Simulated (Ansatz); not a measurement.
## AgBr: equation of state with BLYP

The system is AgBr.

```
Ag Br
1.0
     0.00000    2.87015    2.87015
     2.87015    0.00000    2.87015
     2.87015    2.87015    0.00000
Ag Br
1 1
Direct
  0.00000 0.00000 0.00000
  0.50000 0.50000 0.50000
```

* Program: Ansatz 0.2.0
* Task: equation of state
* Functional: BLYP
* Potentials or basis: Ansatz PAW
* Cutoff: 420 eV
* Density cutoff: 1680 eV
* k mesh: 8 × 8 × 8
* Occupations: fermi-dirac, width 0.05 eV
* Spin: no spin polarisation

```json
{"Equilibrium volume": "27.12 Å³/atom (rough: see the caveat)", "Bulk modulus": "31 GPa (rough)"}
```

Energy against volume, from the lowest point:
```csv
volume (Å³/atom),energy (meV/atom)
22.225,111.96
22.698,83.53
23.171,59.60
23.644,39.68
24.116,23.35
24.589,10.24
25.062,0.00
```

All runs of the series together: 6.8 s on 2 threads of Arm Neoverse V1 (shared host).

Caveat: the potentials were made for another functional, which shifts forces and pressure; the minimum lies outside the volumes run.
